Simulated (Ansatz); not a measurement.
**Si2Ni under changes of volume**

One of the cells (13.166 Å³/atom); the others are scaled copies at fixed shape and fractional positions:

```
Ni Si
1.0
     0.00000    2.70300    2.70300
     2.70300    0.00000    2.70300
     2.70300    2.70300    0.00000
Ni Si
1 2
Direct
  0.00000 0.00000 0.00000
  0.75000 0.75000 0.75000
  0.25000 0.25000 0.25000
```

- Program: Ansatz 0.2.0
- Functional: LDA
- Potentials or basis: all-electron LAPW, scalar-relativistic
- Cutoff: 269 eV (chosen from the basis error)
- Basis error allowed: 0.002 eV/atom
- k mesh: 9 × 9 × 9
- Occupations: fermi-dirac, width 0.05 eV
- Spin: collinear spin, ferromagnetic start
- Starting moments: [1.0, 0.0, 0.0] μB

```csv
volume (Å³/atom),energy over the lowest point (meV/atom),pressure (GPa)
12.376,7.07,5.7
12.639,0.68,2.0
12.902,0.00,-1.3
13.166,4.54,-4.3
13.429,?,?
13.692,27.52,-9.6
13.956,45.16,-11.9
```

**Question.** What does the run at 13.429 Å³/atom give?

**Answer.** Energy over the lowest point 13.85 meV/atom; pressure -7.1 GPa.

Worked out: A Birch-Murnaghan fit of order 3 (a polynomial in V^(-2/3)) to the other rows has its minimum at 12.80 Å³/atom with B0 = V·E''(V) = 160 GPa and B' = 3.5. It gives 13.87 meV/atom at 13.429 Å³/atom, against the run's 13.85, and -dE/dV = -7.0 GPa, against -7.1.

Energies are extrapolated to zero smearing.

Caveats: the starting moments weren't kept.
